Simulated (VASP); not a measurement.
# BN (F-43m) in VASP: a series of runs

Runs on BN. Level: BLYP. Tasks: single point.

Everything below comes from runs of VASP 6.6.1. Logs are shortened: lines on timing, memory, paths and dates and some standing lists are left out, and cuts for length are marked.

**Measured values to compare with.**

From a printed reference work, monograph, for a bulk crystal of BN at 300 K: band gap 6.4 eV (indirect).

The results are compared with them further down.

### 1 The cell of the first run

The structure is cubic, space group F-43m (No. 216). Conventional cell: a = 3.693 Å, b = 3.693 Å, c = 3.693 Å, α = 90.00°, β = 90.00°, γ = 90.00°. B (site symmetry -43m) has 4 N at 1.60 Å within 2.1 Å. N (site symmetry -43m) has 4 B at 1.60 Å within 2.1 Å.

### 2 Single point, BLYP (6.29 Å³/atom)

The input, INCAR:

```
SYSTEM = BN
PREC = Accurate
ENCUT = 600
EDIFF = 1E-6
ISMEAR = 0
SIGMA = 0.05
LREAL = .False.
LASPH = .True.
NELM = 120
ALGO = Normal
ISIF = 2
LWAVE = .False.
LCHARG = .False.
GGA = B5
ALDAX = 1.0
AGGAX = 1.0
AGGAC = 1.0
ALDAC = 0.0
NBANDS = 11
GGA_COMPAT = .False.
```

The input, KPOINTS:

```
regular mesh
0
Gamma
  12 12 12
  0 0 0
```

The input, POSCAR:

```
BN
1.0
    0.0000000000      1.8463510626      1.8463510626
    1.8463510626      0.0000000000      1.8463510626
    1.8463510626      1.8463510626      0.0000000000
B N
1 1
Direct
    0.0000000000      0.0000000000      0.0000000000
    0.7500000000      0.7500000000      0.7500000000
```

Potentials or basis: VASP PAW PBE potentials, release 64 (B, N).

The run is started by

```sh
$ cat potpaw_PBE.64/B/POTCAR potpaw_PBE.64/N/POTCAR > POTCAR
$ mpirun -np 1 vasp_std > vasp.out
```

OUTCAR:

```text
SYSTEM = BN
   PREC = Accurate
   ENCUT = 600
   EDIFF = 1E-6
   ISMEAR = 0
   LREAL = .False.
   LASPH = .True.
   NELM = 120
   ISIF = 2
   GGA = B5

 ion  position               nearest neighbor table
   1  0.000  0.000  0.000-   2 1.60   2 1.60   2 1.60   2 1.60
   2  0.750  0.750  0.750-   1 1.60   1 1.60   1 1.60   1 1.60

  LATTYP: Found a face centered cubic cell.
 ALAT       =     3.6927021252

  Lattice vectors:

 A1 = (   0.0000000000,   1.8463510626,   1.8463510626)
 A2 = (   1.8463510626,   0.0000000000,   1.8463510626)
 A3 = (   1.8463510626,   1.8463510626,   0.0000000000)

Analysis of symmetry for initial positions (statically):
=====================================================================
 Subroutine PRICEL returns:
 Original cell was already a primitive cell.

 Routine SETGRP: Setting up the symmetry group for a
 face centered cubic supercell.

 Subroutine GETGRP returns: Found 24 space group operations
 (whereof 24 operations were pure point group operations)
 out of a pool of 48 trial point group operations.

The static configuration has the point symmetry T_d .

Analysis of symmetry for dynamics (positions and initial velocities):
=====================================================================
 Subroutine PRICEL returns:
 Original cell was already a primitive cell.

 Routine SETGRP: Setting up the symmetry group for a
 face centered cubic supercell.

 Subroutine GETGRP returns: Found 24 space group operations
 (whereof 24 operations were pure point group operations)
 out of a pool of 48 trial point group operations.

The dynamic configuration has the point symmetry T_d .

 Subroutine INISYM returns: Found 24 space group operations
 (whereof 24 operations are pure point group operations),
 and found     1 'primitive' translations

----------------------------------------------------------------------------------------

                                     Primitive cell

  volume of cell :      12.5885

  direct lattice vectors                    reciprocal lattice vectors
     0.000000000  1.846351063  1.846351063    -0.270804404  0.270804404  0.270804404
     1.846351063  0.000000000  1.846351063     0.270804404 -0.270804404  0.270804404
     1.846351063  1.846351063  0.000000000     0.270804404  0.270804404 -0.270804404

  length of vectors
     2.611134714  2.611134714  2.611134714     0.469046988  0.469046988  0.469046988

  position of ions in fractional coordinates (direct lattice)
     0.000000000  0.000000000  0.000000000
     0.750000000  0.750000000  0.750000000

  ion indices of the primitive-cell ions
   primitive index   ion index
                 1           1
[... 79 lines left out ...]
   ISIF   =      2    stress and relaxation
   ISYM   =      2    0-nonsym 1-usesym 2-fastsym
   POTIM  = 0.5000    time-step for ionic-motion
   TEBEG  =    0.0;   TEEND  =   0.0 temperature during run
   PSTRESS=    0.0 pullay stress
   NELECT =       8.0000    total number of electrons
   NUPDOWN=      -1.0000    fix difference up-down
   EMIN   =  10.00;   EMAX   =-10.00  energy-range for DOS
   EFERMI =   0.00;   METHOD = LEGACY
   ISMEAR =     0;   SIGMA  =   0.05  broadening in eV -4-tet -1-fermi 0-gaus
   EFERMI_NEDOS =   21; number of points for ismear=-14 and -15
   IALGO  =     38    algorithm
   IMIX   =      4    mixing-type and parameters
     AMIX     =   0.40;   BMIX     =  1.00
     AMIX_MAG =   1.60;   BMIX_MAG =  1.00
  volume/ion in A,a.u.               =       6.29        42.48
  Fermi-wavevector in a.u.,A,eV,Ry     =   1.407496  2.659782 26.953759  1.981045
  Thomas-Fermi vector in A             =   2.529749
   LORBIT       =      0    0 simple, 1 ext, 2 COOP (PROOUT), +10 PAW based schemes
   GGA     = B5    functional components
   LHFCALC =     F    Hartree Fock is set to
   AEXX    =    0.0000 exact exchange contribution
   IVDW    =     0    specifies the selected vdW correction
   LEPSILON=     F    determine dielectric tensor
   LRPA    =     F    only Hartree local field effects (RPA)
 non-spin polarized calculation
 Gauss-broadening in eV      SIGMA  =   0.05
  energy-cutoff  :      600.00
  volume of cell :       12.59
 maximum number of plane-waves:       444
 NGX is ok and might be reduce to    24
   NGX = 11   NGY = 11   NGZ = 11

 number of electron       8.0000000 magnetization

 Free energy of the ion-electron system (eV)
  ---------------------------------------------------
  ext. energy  EPLUGINS =         0.00000000
  ---------------------------------------------------
  free energy    TOTEN  =       -16.39689614 eV

  energy without entropy =      -16.39689614  energy(sigma->0) =      -16.39689614

 E-fermi :   7.2513     XC(G=0): -11.8264

 val. band max:        6.9594338478   @ k =   0.0000   0.0000   0.0000
 cond. band min:      11.7460562767   @ k =   0.5000   0.5000   0.0000
 fundamental gap:      4.7866224289
 Fermi energy:         7.2512506432

 k-point     1 :       0.0000    0.0000    0.0000
  band No.  band energies     occupation
      1     -12.3587      2.00000
      2       6.9594      2.00000
      3       6.9594      2.00000
      4       6.9594      2.00000
      5      15.5769      0.00000
      6      15.5769      0.00000
      7      15.5769      0.00000
      8      16.5940      0.00000
      9      30.8572      0.00000
     10      34.2661      0.00000
     11      34.2661      0.00000
[... 309 lines left out ...]
 k-point    24 :      -0.4167    0.1667    0.0000
  band No.  band energies     occupation
      1      -8.1698      2.00000
      2      -2.3048      2.00000
      3       3.1261      2.00000
      4       4.5916      2.00000
      5      16.1836      0.00000
      6      18.5682      0.00000
      7      18.8330      0.00000
      8      21.9504      0.00000
      9      27.4926      0.00000
     10      31.8236      0.00000
     11      32.5106      0.00000

 [... further k-points ...]
[... 5 lines left out ...]
  --------------------------------------------------------------------------------------
  -------------------------------------------------------------------------------------
  Total       -1.0062970     -1.0062970     -1.0062970      0.0000000     -0.0000000     -0.0000000
  in kB     -128.0748660   -128.0748660   -128.0748660      0.0000000     -0.0000000     -0.0000000
  external PRESSURE =    -128.0748660 kB  Pullay stress =       0.0000000 kB

 VOLUME and BASIS-vectors are now :
 -----------------------------------------------------------------------------
  energy-cutoff  :      600.00
  volume of cell :       12.59
      direct lattice vectors                 reciprocal lattice vectors
     0.000000000  1.846351063  1.846351063    -0.270804404  0.270804404  0.270804404
     1.846351063  0.000000000  1.846351063     0.270804404 -0.270804404  0.270804404
     1.846351063  1.846351063  0.000000000     0.270804404  0.270804404 -0.270804404

 POSITION                                       TOTAL-FORCE (eV/Angst)
 -----------------------------------------------------------------------------------
      0.00000      0.00000      0.00000        -0.000000     -0.000000     -0.000000
      2.76953      2.76953      2.76953         0.000000      0.000000      0.000000
 -----------------------------------------------------------------------------------
    total drift:                               -0.000000     -0.000000     -0.000000

  FREE ENERGIE OF THE ION-ELECTRON SYSTEM (eV)
  ---------------------------------------------------
  free  energy   TOTEN  =       -16.3968961388 eV

  energy  without entropy=      -16.3968961388  energy(sigma->0) =      -16.39689614
```

OSZICAR:

```text
N       E                     dE             d eps       ncg     rms          rms(c)
DAV:   1     0.171363460699E+02    0.17136E+02   -0.51789E+03  1624   0.792E+02
DAV:   2    -0.167490062653E+02   -0.33885E+02   -0.32298E+02  1926   0.189E+02
DAV:   3    -0.174840247468E+02   -0.73502E+00   -0.73327E+00  1896   0.232E+01
DAV:   4    -0.174851267259E+02   -0.11020E-02   -0.11020E-02  1695   0.992E-01
DAV:   5    -0.174851279602E+02   -0.12343E-05   -0.12343E-05  1845   0.335E-02    0.686E+00
DAV:   6    -0.164754656916E+02    0.10097E+01   -0.41689E+00  1861   0.120E+01    0.303E+00
DAV:   7    -0.164148229724E+02    0.60643E-01   -0.94706E-02  1703   0.273E+00    0.186E+00
DAV:   8    -0.163967933156E+02    0.18030E-01   -0.49228E-02  1737   0.160E+00    0.194E-01
DAV:   9    -0.163968221611E+02   -0.28845E-04   -0.13543E-03  1677   0.319E-01    0.983E-02
DAV:  10    -0.163968940133E+02   -0.71852E-04   -0.12137E-04  1725   0.118E-01    0.146E-02
DAV:  11    -0.163968960932E+02   -0.20799E-05   -0.58406E-06  1810   0.200E-02    0.945E-03
DAV:  12    -0.163968961388E+02   -0.45634E-07   -0.10627E-06   993   0.751E-03
   1 F= -.16396896E+02 E0= -.16396896E+02  d E =-.788232E-19
```

Wall time 19 s (1 thread of Intel Xeon 8259CL, shared host); peak memory 0.14 GiB.

What came out:

* Free energy: -16.3969 eV
* Pressure: -12.8 GPa
* Band gap on the k mesh: 4.79 eV (least direct gap 8.62 eV)

Caveat: the cell stands under tension; the PAW data sets were made with another functional, which shifts forces and pressure a little.

### 3 Single point, BLYP (6.06 Å³/atom)

This run uses another cell than the first one, of 6.06 Å³/atom.

The input, INCAR:

```
PREC = Accurate ; ENCUT = 600
EDIFF = 1E-6 ; ISMEAR = 0
SIGMA = 0.05 ; LREAL = False
LASPH = True ; NELM = 120
ALGO = Normal ; ISIF = 2
LWAVE = False ; LCHARG = False
GGA = B5 ; ALDAX = 1.0
AGGAX = 1.0 ; AGGAC = 1.0
ALDAC = 0.0 ; NBANDS = 11
GGA_COMPAT = False
```

The input, KPOINTS:

```
Automatic mesh
0
Gamma
  12 12 12
```

The input, POSCAR:

```
BN
1.0
    0.0000000000      1.8233311850      1.8233311850
    1.8233311850      0.0000000000      1.8233311850
    1.8233311850      1.8233311850      0.0000000000
B N
1 1
Direct
    0.0000000000      0.0000000000      0.0000000000
    0.7500000000      0.7500000000      0.7500000000
```

Potentials or basis: VASP PAW PBE potentials, release 64 (B, N).

The run is started by

```sh
$ cat potpaw_PBE.64/B/POTCAR potpaw_PBE.64/N/POTCAR > POTCAR
$ mpirun -np 1 vasp_std > vasp.out
```

Run time: 27 s. Hardware: 1 thread of Intel Xeon 8259CL, shared host; peak memory 0.14 GiB.

Results (log left out):

- Free energy: -16.4149 eV
- Pressure: -0.3 GPa
- Band gap on the k mesh: 4.84 eV (least direct gap 8.80 eV)

Levels at points of the mesh, in eV from the valence-band top:
| k point | band 1 | band 2 | band 3 | band 4 | band 5 | band 6 | band 7 | band 8 | band 9 |
| --- | --- | --- | --- | --- | --- | --- | --- | --- | --- |
| (0.00, 0.00, 0.00) | -19.72 | 0.00 | 0.00 | 0.00 | 8.80 | 8.80 | 8.80 | 10.25 | 24.60 |
| (0.50, 0.00, 0.00) | -15.70 | -10.23 | -1.87 | -1.87 | 10.03 | 10.72 | 10.72 | 15.25 | 23.42 |
| (0.50, 0.50, 0.00) | -14.39 | -8.58 | -4.69 | -4.69 | 4.84 | 9.38 | 17.51 | 17.51 | 20.51 |

Caveat: the PAW data sets were made with another functional, which shifts forces and pressure a little.

### 4 Single point, BLYP (6.18 Å³/atom)

This run uses another cell than the first one, of 6.18 Å³/atom.

INCAR is that of step 3.

KPOINTS is that of step 3.

The input, POSCAR:

```
BN
1.0
    0.0000000000      1.8354065779      1.8354065779
    1.8354065779      0.0000000000      1.8354065779
    1.8354065779      1.8354065779      0.0000000000
B N
1 1
Direct
    0.0000000000      0.0000000000      0.0000000000
    0.7500000000      0.7500000000      0.7500000000
```

The run is started by

```sh
$ cat potpaw_PBE.64/B/POTCAR potpaw_PBE.64/N/POTCAR > POTCAR
$ mpirun -np 1 vasp_std > vasp.out
```

Wall time 27 s (1 thread of Intel Xeon 8259CL, shared host); peak memory 0.14 GiB.

The run converged. Its results:

```
Free energy            : -16.4101 eV
Pressure               : -7.1 GPa
Band gap on the k mesh : 4.81 eV (least direct gap 8.71 eV)
```

Levels at points of the mesh, in eV from the valence-band top:
| k point | band 1 | band 2 | band 3 | band 4 | band 5 | band 6 | band 7 | band 8 |
| --- | --- | --- | --- | --- | --- | --- | --- | --- |
| (0.00, 0.00, 0.00) | -19.51 | 0.00 | 0.00 | 0.00 | 8.71 | 8.71 | 8.71 | 9.92 |
| (0.50, 0.00, 0.00) | -15.58 | -10.06 | -1.83 | -1.83 | 9.78 | 10.60 | 10.60 | 15.03 |
| (0.50, 0.50, 0.00) | -14.29 | -8.46 | -4.60 | -4.60 | 4.81 | 9.25 | 17.21 | 17.21 |

Caveat: the cell stands under tension; the PAW data sets were made with another functional, which shifts forces and pressure a little.

### 5 Single point, BLYP (6.30 Å³/atom)

The input, INCAR:

```
SYSTEM = BN
PREC = Accurate ; ENCUT = 600
EDIFF = 1E-6 ; ISMEAR = 0
SIGMA = 0.05 ; LREAL = .FALSE.
LASPH = .TRUE. ; NELM = 120
ALGO = Normal ; ISIF = 2
LWAVE = .FALSE. ; LCHARG = .FALSE.
GGA = B5 ; ALDAX = 1.0
AGGAX = 1.0 ; AGGAC = 1.0
ALDAC = 0.0 ; NBANDS = 11
GGA_COMPAT = .FALSE.
```

The input, KPOINTS:

```
Automatic mesh
0
G
  12 12 12
  0 0 0
```

The input, POSCAR:

```
BN
1.0
    0.0000000000      1.8473251364      1.8473251364
    1.8473251364      0.0000000000      1.8473251364
    1.8473251364      1.8473251364      0.0000000000
B N
1 1
Direct
    0.0000000000      0.0000000000      0.0000000000
    0.7500000000      0.7500000000      0.7500000000
```

Potentials or basis: VASP PAW PBE potentials, release 64 (B, N).

The run is started by

```sh
$ cat potpaw_PBE.64/B/POTCAR potpaw_PBE.64/N/POTCAR > POTCAR
$ mpirun -np 1 vasp_std > vasp.out
```

OUTCAR:

```text
SYSTEM = BN
   PREC = Accurate
   ENCUT = 600
   EDIFF = 1E-6
   ISMEAR = 0
   LREAL = .FALSE.
   LASPH = .TRUE.
   NELM = 120
   ISIF = 2
   GGA = B5

 ion  position               nearest neighbor table
   1  0.000  0.000  0.000-   2 1.60   2 1.60   2 1.60   2 1.60
   2  0.750  0.750  0.750-   1 1.60   1 1.60   1 1.60   1 1.60

  LATTYP: Found a face centered cubic cell.
 ALAT       =     3.6946502728

  Lattice vectors:

 A1 = (   0.0000000000,   1.8473251364,   1.8473251364)
 A2 = (   1.8473251364,   0.0000000000,   1.8473251364)
 A3 = (   1.8473251364,   1.8473251364,   0.0000000000)
[... 513 lines left out ...]
      7      18.8023      0.00000
      8      21.9116      0.00000
      9      27.4554      0.00000
     10      31.7861      0.00000
     11      32.4621      0.00000

 [... further k-points ...]
[... 5 lines left out ...]
  --------------------------------------------------------------------------------------
  -------------------------------------------------------------------------------------
  Total       -1.0462600     -1.0462600     -1.0462600      0.0000000      0.0000000     -0.0000000
  in kB     -132.9505598   -132.9505598   -132.9505598      0.0000000      0.0000000     -0.0000000
  external PRESSURE =    -132.9505598 kB  Pullay stress =       0.0000000 kB

 VOLUME and BASIS-vectors are now :
 -----------------------------------------------------------------------------
  energy-cutoff  :      600.00
  volume of cell :       12.61
      direct lattice vectors                 reciprocal lattice vectors
     0.000000000  1.847325136  1.847325136    -0.270661612  0.270661612  0.270661612
     1.847325136  0.000000000  1.847325136     0.270661612 -0.270661612  0.270661612
     1.847325136  1.847325136  0.000000000     0.270661612  0.270661612 -0.270661612

 POSITION                                       TOTAL-FORCE (eV/Angst)
 -----------------------------------------------------------------------------------
      0.00000      0.00000      0.00000        -0.000000     -0.000000     -0.000000
      2.77099      2.77099      2.77099         0.000000      0.000000      0.000000
 -----------------------------------------------------------------------------------
    total drift:                               -0.000000     -0.000000     -0.000000

  FREE ENERGIE OF THE ION-ELECTRON SYSTEM (eV)
  ---------------------------------------------------
  free  energy   TOTEN  =       -16.3953211827 eV

  energy  without entropy=      -16.3953211827  energy(sigma->0) =      -16.39532118
```

OSZICAR:

```text
N       E                     dE             d eps       ncg     rms          rms(c)
DAV:   1     0.171307095491E+02    0.17131E+02   -0.53027E+03  1656   0.801E+02
DAV:   2    -0.167466618959E+02   -0.33877E+02   -0.32823E+02  1968   0.191E+02
DAV:   3    -0.174799834867E+02   -0.73332E+00   -0.73195E+00  1893   0.230E+01
DAV:   4    -0.174811207356E+02   -0.11372E-02   -0.11372E-02  1716   0.102E+00
DAV:   5    -0.174811220590E+02   -0.13234E-05   -0.13234E-05  1830   0.341E-02    0.685E+00
DAV:   6    -0.164733532546E+02    0.10078E+01   -0.41738E+00  1861   0.120E+01    0.303E+00
DAV:   7    -0.164131797378E+02    0.60174E-01   -0.94274E-02  1715   0.273E+00    0.185E+00
DAV:   8    -0.163952204749E+02    0.17959E-01   -0.49158E-02  1737   0.160E+00    0.193E-01
DAV:   9    -0.163952471345E+02   -0.26660E-04   -0.13603E-03  1665   0.319E-01    0.982E-02
DAV:  10    -0.163953190530E+02   -0.71919E-04   -0.12180E-04  1734   0.118E-01    0.146E-02
DAV:  11    -0.163953211369E+02   -0.20839E-05   -0.58679E-06  1813   0.200E-02    0.945E-03
DAV:  12    -0.163953211827E+02   -0.45834E-07   -0.10673E-06   999   0.752E-03
   1 F= -.16395321E+02 E0= -.16395321E+02  d E =-.857167E-19
```

Wall time 27 s (1 thread of Intel Xeon 8259CL, shared host); peak memory 0.14 GiB.

What came out:

| Item | Value |
| --- | --- |
| Free energy | -16.3953 eV |
| Pressure | -13.3 GPa |
| Band gap on the k mesh | 4.78 eV (least direct gap 8.61 eV) |

Levels at points of the mesh, in eV from the valence-band top:
```
           k point  band 2  band 3  band 4  band 5  band 6  band 7
(0.00, 0.00, 0.00)    0.00    0.00    0.00    8.61    8.61    8.61
(0.50, 0.00, 0.00)   -9.89   -1.80   -1.80    9.52   10.49   10.49
(0.50, 0.50, 0.00)   -8.34   -4.51   -4.51    4.78    9.13   16.92
```

Caveat: the cell stands under tension; the PAW data sets were made with another functional, which shifts forces and pressure a little. Expect the measured gap to be larger: semilocal functionals such as BLYP lack the derivative discontinuity.

### 6 The runs side by side

```csv
cell,gap on the mesh (eV),pressure (GPa)
"a = 2.611 Å, angles 60.0°, 2 atoms",4.79,-12.8
"a = 2.579 Å, angles 60.0°, 2 atoms",4.84,-0.3
"a = 2.596 Å, angles 60.0°, 2 atoms",4.81,-7.1
"a = 2.613 Å, angles 60.0°, 2 atoms",4.78,-13.3
```

Alike in all rows: task single point; level BLYP; potentials or basis VASP PAW PBE potentials, release 64 (B, N); no spin polarisation; k mesh 12 × 12 × 12; cutoff (eV) 600; smearing gaussian 0.05 eV.

Caveats: the PAW data sets were made with another functional, which shifts forces and pressure a little; the cell stands under tension (at least some runs).

Total energies depend on the potentials used, so only differences within one code and one set of settings carry meaning.

### 7 Against experiment

Step 3. Against the measured gap of BN, 6.4 eV (indirect; 300 K; a printed reference work, monograph), the calculated 4.84 eV is off by -1.56 eV. The value is that of BLYP on a finite k mesh, which can miss the band edges, without temperature or zero-point motion. Semilocal functionals fall short of measured gaps as a rule.
